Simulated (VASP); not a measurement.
Runs of VASP 6.6.1 on AgCl. The structure is cubic, space group Pm-3m (No. 221). Conventional cell: a = 3.431 Å, b = 3.431 Å, c = 3.431 Å, α = 90.00°, β = 90.00°, γ = 90.00°. Ag (site symmetry m-3m) has 8 Cl at 2.97 Å as nearest neighbours. Around Cl (site symmetry m-3m) lie 8 Ag at 2.97 Å. The cell was built by a generator and needn't be a form met in nature.

```tsv
task	level	cell	k mesh	cutoff (eV)	smearing	gap on the mesh (eV)	pressure (GPa)
single point	PBE	Pm-3m, 20.19 Å³/atom	8 × 8 × 8	520	fermi-dirac 0.02 eV	0.57	-0.1
relaxation of cell and atoms	PBE	relaxed	8 × 8 × 8	600	fermi-dirac 0.02 eV	0.58	0.0
dielectric tensor	r2SCAN	Pm-3m, 19.58 Å³/atom	6 × 6 × 6	520	gaussian 0.01 eV	(a)	-
single point	PBE	Pm-3m, 19.58 Å³/atom	8 × 8 × 8	520	fermi-dirac 0.02 eV	0.58	1.5
```

Alike in all rows: potentials or basis VASP PAW PBE potentials, release 64 (Ag, Cl); no spin polarisation.

Q: Fill in the values left out.

A: (a) 1.19.

Caveats: the volume moved by over 15 % at a fixed basis, so the end points are rough (some runs); the PAW data sets were made with another functional, which shifts forces and pressure a little (some runs).

A k mesh can miss the band edges, and the runs leave out spin-orbit coupling on Ag.
